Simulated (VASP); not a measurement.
**InAs: band structure with TB-mBJ**

The system is InAs.

```
In As
1.0
     0.00000    3.04545    3.04545
     3.04545    0.00000    3.04545
     3.04545    3.04545    0.00000
In As
1 1
Direct
  0.00000 0.00000 0.00000
  0.25000 0.25000 0.25000
```

* Program: VASP 6.6.1
* Task: band structure
* Functional: TB-mBJ
* Potentials or basis: VASP PAW PBE potentials, release 64 (In_d, As)
* Cutoff: 520 eV
* k mesh: 6 × 6 × 6
* Occupations: gaussian, width 0.03 eV
* Spin: spin-orbit coupling, no magnetisation
* Further INCAR settings: ALGO = Normal; EDIFF = 1e-06; NBANDS = 32

The valence electrons inside the program's atomic spheres are In 11.41; As 2.91.

Wall time 8.2 min on 1 thread of Intel(R) Xeon(R) Platinum 8375C CPU @ 2.90GHz (Ice Lake), with other jobs on the host, peak memory 0.37 GiB.
